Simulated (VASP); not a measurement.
# TiTe2 (P-3m1) in VASP: notebook

One crystal, TiTe2, is run at these levels: HSE06, PBE; tasks: single point.

All numbers are computed with VASP 6.6.1; they aren't measurements. Logs are shortened: lines on timing, memory, paths and dates and some standing lists are left out, and cuts for length are marked.

## (1) The crystal as given

It takes space group P-3m1 (No. 164, trigonal). The conventional cell has a = 3.777 Å, b = 3.777 Å, c = 6.498 Å, α = 90.00°, β = 90.00°, γ = 120.00°. Te (site symmetry 3m) has 3 Ti at 2.77 Å as nearest neighbours. Around Ti (site symmetry -3m) lie 6 Te at 2.77 Å.

## (2) Single point, HSE06

Contents of POSCAR:

```
TiTe2
1.0
    3.7770000000      0.0000000000      0.0000000000
   -1.8885000000      3.2709779501      0.0000000000
    0.0000000000      0.0000000000      6.4980000000
Te Ti
2 1
Direct
    0.3333333333      0.6666666667      0.7372000000
    0.6666666667      0.3333333333      0.2628000000
    0.0000000000      0.0000000000      0.0000000000
```

Contents of INCAR.step1:

```
PREC = Accurate ; ENCUT = 350
EDIFF = 1E-5 ; ISMEAR = 0
SIGMA = 0.01 ; LREAL = F
LASPH = T ; NELM = 100
ALGO = Normal ; ISIF = 2
LWAVE = T ; LCHARG = F
NKRED = 1 ; NBANDS = 20
GGA = PE
```

Contents of INCAR.step2:

```
PREC = Accurate ; ENCUT = 350
EDIFF = 1E-6 ; ISMEAR = 0
SIGMA = 0.01 ; LREAL = F
LASPH = T ; NELM = 100
ALGO = Normal ; ISIF = 2
LWAVE = F ; LCHARG = F
GGA = PE ; LHFCALC = T
HFSCREEN = 0.2 ; PRECFOCK = Medium
NKRED = 1 ; NBANDS = 20
ISTART = 1
```

Contents of KPOINTS:

```
regular mesh
0
Gamma
  4 4 2
```

Potentials or basis: VASP PAW PBE potentials, release 64 (Te, Ti_sv).

Command:

```
$ cat potpaw_PBE.64/Te/POTCAR potpaw_PBE.64/Ti_sv/POTCAR > POTCAR
$ cp INCAR.step1 INCAR
$ mpirun -np 1 vasp_std > vasp.out
$ cp INCAR.step2 INCAR
$ mpirun -np 1 vasp_std > vasp.out
```

OUTCAR:

```text
PREC = Accurate
   ENCUT = 350
   EDIFF = 1E-6
   ISMEAR = 0
   LREAL = F
   LASPH = T
   NELM = 100
   ISIF = 2
   GGA = PE
   LHFCALC = T
   HFSCREEN = 0.2
   PRECFOCK = Medium
   NKRED = 1
   ISTART = 1

 Found      8 irreducible k-points:

 Following reciprocal coordinates:
            Coordinates               Weight
  0.000000  0.000000  0.000000      1.000000
  0.250000  0.000000  0.000000      6.000000
  0.500000  0.000000  0.000000      3.000000
  0.250000  0.250000  0.000000      6.000000
  0.000000  0.000000  0.500000      1.000000
  0.250000  0.000000  0.500000      6.000000
   k-points           NKPTS =      8   k-points in BZ     NKDIM =     32   number of bands    NBANDS=     20
   number of dos      NEDOS =    301   number of ions     NIONS =      3
   total plane-waves  NPLWV =  23040
   dimension x,y,z NGX =    24 NGY =   24 NGZ =   40
   dimension x,y,z NGXF=    48 NGYF=   48 NGZF=   80
   ions per type =               2   1
   NGX,Y,Z   is equivalent  to a cutoff of  10.56, 10.56, 10.23 a.u.
   NGXF,Y,Z  is equivalent  to a cutoff of  21.13, 21.13, 20.47 a.u.
 SYSTEM =  unknown system
   PREC   = accura    normal or accurate (medium, high low for compatibility)
   ISTART =      1    job   : 0-new  1-cont  2-samecut
   ICHARG =      0    charge: 1-file 2-atom 10-const
   ISPIN  =      1    spin polarized calculation?
   LNONCOLLINEAR =      F non collinear calculations
   LSORBIT =      F    spin-orbit coupling
   LASPH  =      T    aspherical Exc in radial PAW
   ENCUT  =  350.0 eV  25.72 Ry    5.07 a.u.   5.76  5.76  9.91*2*pi/ulx,y,z
   NELM   =    100;   NELMIN=  2; NELMDL=  0     # of ELM steps
   EDIFF  = 0.1E-05   stopping-criterion for ELM
   LREAL  =      F    real-space projection
   EDIFFG = 0.1E-04   stopping-criterion for IOM
   NSW    =      0    number of steps for IOM
   IBRION =     -1    ionic relax: 0-MD 1-quasi-New 2-CG
   NFREE  =      0    steps in history (QN), initial steepest desc. (CG)
   ISIF   =      2    stress and relaxation
   ISYM   =      3    0-nonsym 1-usesym 2-fastsym
   POTIM  = 0.5000    time-step for ionic-motion
   TEBEG  =    0.0;   TEEND  =   0.0 temperature during run
   PSTRESS=    0.0 pullay stress
   NELECT =      24.0000    total number of electrons
   NUPDOWN=      -1.0000    fix difference up-down
   EMIN   =  10.00;   EMAX   =-10.00  energy-range for DOS
   EFERMI =   0.00;   METHOD = LEGACY
   ISMEAR =     0;   SIGMA  =   0.01  broadening in eV -4-tet -1-fermi 0-gaus
   EFERMI_NEDOS =   21; number of points for ismear=-14 and -15
   IALGO  =     38    algorithm
   IMIX   =      1    mixing-type and parameters
     AMIX     =   0.40;   BMIX     =  1.00
     AMIX_MAG =   1.60;   BMIX_MAG =  1.00
  volume/ion in A,a.u.               =      26.76       180.58
  Fermi-wavevector in a.u.,A,eV,Ry     =   1.094655  2.068597 16.303438  1.198269
  Thomas-Fermi vector in A             =   2.230964
   LORBIT       =      0    0 simple, 1 ext, 2 COOP (PROOUT), +10 PAW based schemes
   GGA     = PE    functional components
   LHFCALC =     T    Hartree Fock is set to
   PRECFOCK=medium    Normal, Fast or Accurate (Low or Medium for compatibility)
   ENCUT4O =  -1.0   cutoff for four orbital integrals eV
   NKREDX  =     1    reduce k-point grid by
   NKREDY  =     1    reduce k-point grid by
   NKREDZ  =     1    reduce k-point grid by
   AEXX    =    0.2500 exact exchange contribution
   HFSCREEN=    0.2000 screening length (either q_TF or 0.3 A-1)
   HFSCREENC=   0.2000 screening length for correlation (either q_TF or 0.3 A-1)
   ENCUTFOCK=  -1.0 apply spherical cutoff to Coloumb kernel
   IVDW    =     0    specifies the selected vdW correction
   LEPSILON=     F    determine dielectric tensor
   LRPA    =     F    only Hartree local field effects (RPA)
 non-spin polarized calculation
 Gauss-broadening in eV      SIGMA  =   0.01
  energy-cutoff  :      350.00
  volume of cell :       80.28
 maximum number of plane-waves:      1208
 NGX is ok and might be reduce to    24

 number of electron      24.0000003 magnetization

 Free energy of the ion-electron system (eV)
  ---------------------------------------------------
  ext. energy  EPLUGINS =         0.00000000
  ---------------------------------------------------
  free energy    TOTEN  =       -19.84409409 eV

  energy without entropy =      -19.84361202  energy(sigma->0) =      -19.84385306

 E-fermi :   6.9530     XC(G=0):  -8.1828

 val. band max:        6.9499929755   @ k =   0.5000   0.0000   0.0000
 cond. band min:       7.1880205734   @ k =   0.0000   0.0000   0.0000
 fundamental gap:      0.2380275979
 Fermi energy:         6.9530386774

 k-point     1 :       0.0000    0.0000    0.0000
  band No.  band energies     occupation
      1     -55.8852      2.00000
      2     -30.5019      2.00000
      3     -30.5019      2.00000
      4     -30.4874      2.00000
      5      -7.1758      2.00000
      6      -5.4711      2.00000
[... 12 lines left out ...]
     19      13.0655      0.00000
     20      15.0134      0.00000

 k-point     2 :       0.2500    0.0000    0.0000
  band No.  band energies     occupation
      1     -55.8838      2.00000
      2     -30.5304      2.00000
      3     -30.5092      2.00000
      4     -30.4832      2.00000
      5      -6.4461      2.00000
      6      -5.1351      2.00000
[... 12 lines left out ...]
     19      13.7972      0.00000
     20      14.1662      0.00000

 k-point     3 :       0.5000    0.0000    0.0000
  band No.  band energies     occupation
      1     -55.8817      2.00000
      2     -30.5588      2.00000
      3     -30.5162      2.00000
      4     -30.4783      2.00000
      5      -5.1814      2.00000
      6      -4.9876      2.00000
[... 12 lines left out ...]
     19      12.9895      0.00000
     20      13.4086      0.00000

 k-point     4 :       0.2500    0.2500    0.0000
  band No.  band energies     occupation
      1     -55.8815      2.00000
      2     -30.5482      2.00000
      3     -30.5268      2.00000
      4     -30.4786      2.00000
      5      -5.3671      2.00000
      6      -4.8200      2.00000
[... 12 lines left out ...]
     19      15.0231      0.00000
     20      15.1703      0.00000

 k-point     5 :       0.0000    0.0000    0.5000
  band No.  band energies     occupation
      1     -55.8856      2.00000
      2     -30.5021      2.00000
      3     -30.5021      2.00000
      4     -30.4872      2.00000
      5      -6.6228      2.00000
      6      -6.3203      2.00000
[... 12 lines left out ...]
     19      14.2198      0.00000
     20      14.8646      0.00000

 k-point     6 :       0.2500    0.0000    0.5000
  band No.  band energies     occupation
      1     -55.8838      2.00000
      2     -30.5303      2.00000
      3     -30.5092      2.00000
      4     -30.4829      2.00000
      5      -5.9440      2.00000
      6      -5.8081      2.00000
[... 12 lines left out ...]
     19      13.3993      0.00000
     20      14.8650      0.00000

 [... further k-points ...]
[... 5 lines left out ...]
  --------------------------------------------------------------------------------------
  -------------------------------------------------------------------------------------
  Total       -0.5821236     -0.5821236     -0.3628356     -0.0000000      0.0000000      0.0000000
  in kB      -11.6177361    -11.6177361     -7.2412946     -0.0000000      0.0000000      0.0000000
  external PRESSURE =     -10.1589222 kB  Pullay stress =       0.0000000 kB

 VOLUME and BASIS-vectors are now :
 -----------------------------------------------------------------------------
  energy-cutoff  :      350.00
  volume of cell :       80.28
      direct lattice vectors                 reciprocal lattice vectors
     3.777000000  0.000000000  0.000000000     0.264760392  0.152859484  0.000000000
    -1.888500000  3.270977950  0.000000000     0.000000000  0.305718967  0.000000000
     0.000000000  0.000000000  6.498000000     0.000000000  0.000000000  0.153893506

 POSITION                                       TOTAL-FORCE (eV/Angst)
 -----------------------------------------------------------------------------------
     -0.00000      2.18065      4.79033         0.000000      0.000000      0.269966
      1.88850      1.09033      1.70767         0.000000     -0.000000     -0.269966
      0.00000      0.00000      0.00000        -0.000000      0.000000      0.000000
 -----------------------------------------------------------------------------------
    total drift:                                0.000000      0.000000      0.000002

  FREE ENERGIE OF THE ION-ELECTRON SYSTEM (eV)
  ---------------------------------------------------
  free  energy   TOTEN  =       -19.8440940910 eV

  energy  without entropy=      -19.8436120213  energy(sigma->0) =      -19.84385306
```

OUTCAR.step1:

```text
PREC = Accurate
   ENCUT = 350
   EDIFF = 1E-5
   ISMEAR = 0
   LREAL = F
[... 252 lines left out ...]
     -0.00000      2.18065      4.79033        -0.000000      0.000000     -0.020591
      1.88850      1.09033      1.70767         0.000000     -0.000000      0.020591
      0.00000      0.00000      0.00000        -0.000000      0.000000      0.000000
 -----------------------------------------------------------------------------------
    total drift:                                0.000000     -0.000000     -0.000000

  FREE ENERGIE OF THE ION-ELECTRON SYSTEM (eV)
  ---------------------------------------------------
  free  energy   TOTEN  =       -16.1476973213 eV

  energy  without entropy=      -16.1472152516  energy(sigma->0) =      -16.14745629
```

OSZICAR.step1:

```text
N       E                     dE             d eps       ncg     rms          rms(c)
DAV:   1     0.145900281868E+03    0.14590E+03   -0.84579E+03   320   0.841E+02
DAV:   2    -0.645793634125E+01   -0.15236E+03   -0.14793E+03   352   0.249E+02
DAV:   3    -0.179683531128E+02   -0.11510E+02   -0.11382E+02   452   0.705E+01
DAV:   4    -0.183193038526E+02   -0.35095E+00   -0.34943E+00   440   0.112E+01
DAV:   5    -0.183278786535E+02   -0.85748E-02   -0.85740E-02   424   0.162E+00    0.120E+01
DAV:   6    -0.187812195003E+02   -0.45334E+00   -0.37802E+01   336   0.355E+01    0.153E+01
DAV:   7    -0.164022469913E+02    0.23790E+01   -0.32018E+01   348   0.308E+01    0.544E+00
DAV:   8    -0.161521559780E+02    0.25009E+00   -0.11882E+00   360   0.758E+00    0.168E+00
DAV:   9    -0.161607443393E+02   -0.85884E-02   -0.25293E-01   392   0.303E+00    0.139E+00
DAV:  10    -0.161507379049E+02    0.10006E-01   -0.18360E-01   348   0.302E+00    0.716E-01
DAV:  11    -0.161477011144E+02    0.30368E-02   -0.18388E-02   352   0.989E-01    0.238E-01
DAV:  12    -0.161477579221E+02   -0.56808E-04   -0.65320E-04   380   0.184E-01    0.181E-01
DAV:  13    -0.161476942533E+02    0.63669E-04   -0.29120E-04   416   0.131E-01    0.167E-02
DAV:  14    -0.161476973213E+02   -0.30680E-05   -0.11426E-05   280   0.332E-02
   1 F= -.16147697E+02 E0= -.16147456E+02  d E =-.482070E-03
```

It took 6.4 min on 1 thread of AMD EPYC 9R45 (Zen 5), shared host; peak memory 0.25 GiB.

The run converged, but some of its settings lie outside the range that counts as converged, so its numbers aren't taken as properties of the crystal.

What came out:

```yaml
Free_energy: -19.8441 eV
Pressure: -1.0 GPa
Largest_force: 0.270 eV/Å
Band_gap_on_the_k_mesh: none (metal or under the smearing width)
```

Caveat: the k mesh is coarse (spacing up to 0.48 Å⁻¹), so the values aren't converged, least of all with exact exchange; the PAW data sets were made with another functional, which shifts forces and pressure a little; this functional lacks dispersion, which binds the layers, so the pressure and a relaxed spacing across them are unreliable.

## (3) Single point, HSE06

POSCAR is that of step 2.

INCAR.step1, as its differences from that of step 2:

```diff
@@ -1,2 +1,2 @@
-PREC = Accurate ; ENCUT = 350
+PREC = Accurate ; ENCUT = 250
 EDIFF = 1E-5 ; ISMEAR = 0
```

Contents of INCAR.step2:

```
PREC = Accurate ; ENCUT = 250
EDIFF = 1E-6 ; ISMEAR = 0
SIGMA = 0.01 ; LREAL = F
LASPH = T ; NELM = 100
ALGO = Normal ; ISIF = 2
LWAVE = F ; LCHARG = F
GGA = PE ; LHFCALC = T
HFSCREEN = 0.2 ; PRECFOCK = Fast
NKRED = 1 ; NBANDS = 20
ISTART = 1
```

Contents of KPOINTS:

```
regular mesh
0
Gamma
  6 6 3
```

Potentials or basis: VASP PAW PBE potentials, release 64 (Te, Ti_sv).

Command:

```
$ cat potpaw_PBE.64/Te/POTCAR potpaw_PBE.64/Ti_sv/POTCAR > POTCAR
$ cp INCAR.step1 INCAR
$ mpirun -np 1 vasp_std > vasp.out
$ cp INCAR.step2 INCAR
$ mpirun -np 1 vasp_std > vasp.out
```

Run time: 9.7 min. Hardware: 1 thread of AMD EPYC 9R45 (Zen 5), shared host; peak memory 0.22 GiB.

The run converged, but a check on its numbers failed (symmetry, net force, bounds or a known fault of this set-up), so they aren't taken as properties of the crystal.

Caveat: the cutoff lies under the usual one of these potentials, so the numbers hold a large basis-set error; the PAW data sets were made with another functional, which shifts forces and pressure a little; this functional lacks dispersion, which binds the layers, so the pressure and a relaxed spacing across them are unreliable.

[end of part 1 of 2]
